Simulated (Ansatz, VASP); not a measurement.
# One calculation of CdS (Hawleyite), two programs

File INCAR:

```
SYSTEM = CdS
PREC     = Accurate       ! precision mode
ENCUT    = 520            ! plane-wave cutoff, eV
EDIFF    = 1E-6           ! SCF threshold, eV
ISMEAR   = -1             ! smearing method
SIGMA    = 0.05           ! smearing width, eV
LREAL    = .FALSE.        ! projectors in reciprocal space
LASPH    = .TRUE.         ! aspherical terms in the spheres
NELM     = 100            ! most SCF steps
ALGO     = Normal         ! electronic algorithm
ISIF     = 2              ! what is computed and relaxed
LWAVE    = .FALSE.        ! write WAVECAR
LCHARG   = .FALSE.        ! write CHGCAR
GGA      = PS             ! functional
NBANDS   = 16             ! bands
```

File KPOINTS:

```
Automatic mesh
0
G
  8 8 8
  0 0 0
```

POSCAR

```
CdS
1.0
    0.0000000000      2.9548794012      2.9548794012
    2.9548794012      0.0000000000      2.9548794012
    2.9548794012      2.9548794012      0.0000000000
Cd S
1 1
Direct
    0.0000000000      0.0000000000      0.0000000000
    0.7500000000      0.7500000000      0.7500000000
```

Contents of input.yaml:

```yaml
crystal:
  lattice:
    - [0.0, 2.9548794012, 2.9548794012]
    - [2.9548794012, 0.0, 2.9548794012]
    - [2.9548794012, 2.9548794012, 0.0]
  atoms:
    - { symbol: Cd, position: [0.0, 0.0, 0.0] }
    - { symbol: S, position: [0.75, 0.75, 0.75] }
kpoints:
  mp_grid: { grid: [8, 8, 8] }
scf:
  occupations: { method: fermi_dirac, width: 0.05 }
hamiltonian:
  xc: pbesol
  pseudopotentials: { kind: all_electron, lapw: { basis_error: 0.0005 } }
output:
  forces: true
  stress: true
  eigenvalues: true
```

Change from the starting cell: volume scaled by 1.04.

Alike in both runs: task single point; functional PBEsol; k mesh 8 × 8 × 8; occupations fermi-dirac, width 0.05 eV; no spin polarisation.

```csv
,VASP,Ansatz
version,VASP 6.6.1,Ansatz 0.2.0
potentials or method,"VASP PAW PBE potentials, release 64 (Cd, S)","all-electron LAPW, scalar-relativistic"
plane-wave cutoff (eV),520,see its input
```

Ansatz gave:

| Item | Value |
| --- | --- |
| gap on the k mesh at the Fermi level (eV) | 0.92 |
| least direct gap on the mesh (eV) | 0.92 |
| pressure (GPa) | -2.4 |

**Question.** Which values does VASP return?

**Answer.** gap on the k mesh at the Fermi level (eV): 0.93; least direct gap on the mesh (eV): 0.93; pressure (GPa): -2.1.

Ansatz ran all-electron here, so the differences hold the error of VASP's frozen core and of both bases.

Caveats: the PAW data sets were made with another functional, which shifts forces and pressure a little (VASP).
